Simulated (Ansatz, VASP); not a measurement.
**Two plane-wave programs on AlN**

The input POSCAR:

```
AlN
1.0
    0.0000000000      1.9327921000      2.1362439000
    1.9327921000      0.0000000000      2.1362439000
    1.9327921000      1.9327921000      0.0000000000
Al N
1 1
Direct
    0.5000000000      0.5000000000      0.5000000000
    0.0000000000      0.0000000000      0.0000000000
```

The input INCAR.step1:

```
PREC = Accurate
ENCUT = 520
ISMEAR = 0
SIGMA = 0.05
LREAL = F
LASPH = T
NELM = 80
NBANDS = 11
GGA = PE
ALGO = Normal
EDIFF = 1E-4
LWAVE = T
LCHARG = F
```

INCAR.step2

```
PREC = Accurate
ENCUT = 520
EDIFF = 1E-6
ISMEAR = 0
SIGMA = 0.05
LREAL = F
LASPH = T
NELM = 80
ALGO = Normal
ISIF = 2
LWAVE = F
LCHARG = F
METAGGA = R2SCAN
LMIXTAU = T
NBANDS = 11
ISTART = 1
```

File KPOINTS:

```
Automatic mesh
0
Gamma
  10 10 10
```

Input for Ansatz:

```yaml
crystal:
  lattice:
    - [0.0, 1.9327921, 2.1362439]
    - [1.9327921, 0.0, 2.1362439]
    - [1.9327921, 1.9327921, 0.0]
  atoms:
    - { symbol: Al, position: [0.5, 0.5, 0.5] }
    - { symbol: "N", position: [0.0, 0.0, 0.0] }
basis:
  ecutwfc: 500
kpoints:
  mp_grid: { grid: [10, 10, 10] }
hamiltonian:
  xc: r2scan
scf:
  occupations: { method: gaussian, width: 0.05 }
output:
  forces: true
  stress: true
  eigenvalues: true
```

Change from the starting cell: strain -0.050 along x and y, +0.050 along z, atoms carried along.

Alike in both runs: task single point; functional r2SCAN; k mesh 10 × 10 × 10; occupations gaussian, width 0.05 eV; no spin polarisation.

```csv
,VASP,Ansatz
version,VASP 6.6.1,Ansatz 0.2.0
potentials or method,"VASP PAW PBE potentials, release 64 (Al, N)","scalar-relativistic, plane waves, PAW"
plane-wave cutoff (eV),520,500
valence electrons in the cell,8,8
```

```csv
,VASP,Ansatz,Ansatz less VASP
gap on the k mesh at the Fermi level (eV),5.27,5.27,+0.001
least direct gap on the mesh (eV),6.44,6.40,-0.041
pressure (GPa),13.5,14.2,+0.76
largest component of the traceless stress (GPa),20.80,20.51,-0.292
```

Caveats: the PAW data sets were made with another functional, which shifts forces and pressure a little (VASP). A k mesh can miss the band edges.
